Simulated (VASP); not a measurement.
Set up this calculation in VASP 6.6.1, as the native input.

```
Task                               : band structure
Functional                         : HSE06
Potentials or basis                : VASP PAW PBE potentials, release 64 (In_d, P)
Cutoff                             : 520 eV
k mesh                             : 6 × 6 × 6
Occupations                        : gaussian, width 0.02 eV
Spin                               : no spin polarisation
Grid for exact exchange (PRECFOCK) : Fast
Screening parameter                : 0.2 1/A
Further INCAR settings             : ALGO = Normal; EDIFF = 1e-06
```

Crystal: InP.

```
In P
1.0
     0.00000    2.97933    2.97933
     2.97933    0.00000    2.97933
     2.97933    2.97933    0.00000
In P
1 1
Direct
  0.00000 0.00000 0.00000
  0.25000 0.25000 0.25000
```

The cell was built by a generator and needn't be a form met in nature.

These files were run (other wordings do the same):

POSCAR

```
InP                                     
1.0
   -0.0000000000      2.9793322282      2.9793322282
    2.9793322282     -0.0000000000      2.9793322282
    2.9793322282      2.9793322282      0.0000000000
  In              P             
     1     1
Direct
     0.0000000000000000    0.0000000000000000    0.0000000000000000
     0.2500000000000000    0.2500000000000000    0.2500000000000000
```

INCAR.step1

```
SYSTEM = InP
ALGO = Normal
EDIFF = 1E-5
ENCUT = 520
GGA = PE
ISIF = 2
ISMEAR = 0
LASPH = .TRUE.
LCHARG = .FALSE.
LREAL = .FALSE.
LWAVE = .TRUE.
NELM = 60
PREC = Accurate
SIGMA = 0.02
```

INCAR.step2

```
SYSTEM = InP
ALGO = Normal
EDIFF = 1E-6
ENCUT = 520
GGA = PE
HFSCREEN = 0.2
ISIF = 2
ISMEAR = 0
ISTART = 1
LASPH = .TRUE.
LCHARG = .FALSE.
LHFCALC = .TRUE.
LREAL = .FALSE.
LWAVE = .FALSE.
NELM = 60
PREC = Accurate
PRECFOCK = Fast
SIGMA = 0.02
```

KPOINTS

```
k-points
0
G
  6 6 6
  0 0 0
```

KPOINTS_OPT

```
path GXWKGLUWLK,UX
8
line-mode
reciprocal
 0.0000000000  0.0000000000  0.0000000000  G
 0.5000000000  0.0000000000  0.5000000000  X

 0.5000000000  0.0000000000  0.5000000000  X
 0.5000000000  0.2500000000  0.7500000000  W

 0.5000000000  0.2500000000  0.7500000000  W
 0.3750000000  0.3750000000  0.7500000000  K

 0.3750000000  0.3750000000  0.7500000000  K
 0.0000000000  0.0000000000  0.0000000000  G

 0.0000000000  0.0000000000  0.0000000000  G
 0.5000000000  0.5000000000  0.5000000000  L

 0.5000000000  0.5000000000  0.5000000000  L
 0.6250000000  0.2500000000  0.6250000000  U

 0.6250000000  0.2500000000  0.6250000000  U
 0.5000000000  0.2500000000  0.7500000000  W

 0.5000000000  0.2500000000  0.7500000000  W
 0.5000000000  0.5000000000  0.5000000000  L

 0.5000000000  0.5000000000  0.5000000000  L
 0.3750000000  0.3750000000  0.7500000000  K

 0.6250000000  0.2500000000  0.6250000000  U
 0.5000000000  0.0000000000  0.5000000000  X
```

Potentials or basis: VASP PAW PBE potentials, release 64 (In_d, P).

Run with:

```console
$ cat potpaw_PBE.64/In_d/POTCAR potpaw_PBE.64/P/POTCAR > POTCAR
$ cp INCAR.step1 INCAR
$ mpirun -np 1 vasp_std > vasp.out
$ cp INCAR.step2 INCAR
$ mpirun -np 1 vasp_std > vasp.out
```

It gave:

```yaml
Pressure: -2.0 GPa
Band_gap_on_the_k_mesh: 1.21 eV, direct
Band_gap_along_the_path: 1.21 eV, direct
```

Caveat: the PAW data sets were made with another functional, which shifts forces and pressure a little; spin-orbit coupling is left out, which moves the levels of the heavy elements.

Run time: 42 min on 1 thread of Intel(R) Xeon(R) 6975P-C (Granite Rapids), with other jobs on the host, peak memory 0.35 GiB.
